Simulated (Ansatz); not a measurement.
# Compressing Bi: a fit and a missing row

Bi, R-3m, a = 4.535 Å, c = 11.645 Å. Ansatz: PBE+D3(BJ), PAW, 420 eV, Γ-centred 12×12×12 mesh on 2 atoms, Gaussian smearing 0.10 eV; no spin polarisation. Shape and atoms are relaxed at each volume; pressure is positive in compression.

| V (Å³/atom) | P (GPa) |
| --- | --- |
| 30.416 | ? |
| 31.453 | 4.87 |
| 32.490 | 2.92 |
| 33.527 | 1.33 |
| 34.564 | 0.01 |
| 35.601 | -1.00 |
| 36.638 | -1.81 |
| 38.020 | -2.55 |

Question: Take V0 = 34.564 Å³/atom, count pressures from its P0 = 0.01 GPa, fit the third-order Birch–Murnaghan form to the other rows, and predict the missing pressure.

Answer: With the Eulerian strain f = ½[(V0/V)^(2/3) − 1] and y = (P − P0)/[3f(1 + 2f)^(5/2)], the form is the line y = B0 + 1.5 B0 (B0′ − 4) f. Rows (f, y): 0.03245, 42.7; 0.02106, 41.5; 0.01026, 40.8; -0.00976, 36.2; -0.01905, 35.1; -0.03078, 32.5. Means f = 0.0006967, y = 38.133; Σ(Δf)² = 0.003004, ΣΔfΔy = 0.4965; the slope is their ratio. y = 38.02 + 165.3 f GPa, so B0 = 38.0 GPa and B0′ = 4 + 2 × (165.3)/(3 × 38.02) = 6.90. At V = 30.416, f = 0.04448, y = 45.37 and P = 7.50 GPa. The run gave 7.22 GPa, so the fit is 0.28 GPa too high, 2.9 % of the span of the series, against an rms of 0.04 GPa on the fitted rows. The row lies outside the fitted range. The points of y bend away from a line: a fourth-order term fitted to them gives P = 7.24 GPa at this row's volume (the line 7.50, the run 7.22).

Spin–orbit coupling is left out, which can shift energies with elements as heavy as these.

Cost: 8 runs of about 4.4 core-minutes in all, on Intel Xeon 6975P-C (Granite Rapids) (shared hosts).